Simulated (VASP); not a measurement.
Input of a VASP 6.6.1 run:

Contents of INCAR:

```
PREC = Accurate
ENCUT = 520
EDIFF = 1E-7
ISMEAR = 0
SIGMA = 0.05
LREAL = False
LASPH = True
NELM = 100
ALGO = Normal
ISIF = 2
LWAVE = False
LCHARG = False
ISPIN = 2
MAGMOM = 0.49 0
LORBIT = 11
LMAXMIX = 4
GGA = PS
```

Contents of KPOINTS:

```
regular mesh
0
Gamma
  8 8 8
```

POSCAR

```
CoO
1.0
    0.0000000000      2.1315016600      2.1315016600
    2.1315016600      0.0000000000      2.1315016600
    2.1315016600      2.1315016600      0.0000000000
Co O
1 1
Direct
    0.0000000000      0.0000000000      0.0000000000
    0.5000000000      0.5000000000      0.5000000000
```

Potentials or basis: VASP PAW PBE potentials, release 64 (Co, O).

The run is started by

```bash
$ cat potpaw_PBE.64/Co/POTCAR potpaw_PBE.64/O/POTCAR > POTCAR
$ mpirun -np 1 vasp_std > vasp.out
```

Question: Predict the net moment.

Answer: 2.91 μB per cell.

Question: Estimate the band gap on the k mesh.

Answer: None (metal or under the smearing width).

Caveat: a cell with one magnetic atom can't hold antiferromagnetic order, which such compounds often take; semilocal functionals often make such compounds metallic where correlation or magnetic order opens a gap, which also shifts bond lengths. With open d or f shells a metallic result of PBEsol can be an artefact of self-interaction; +U or a hybrid may open a gap.
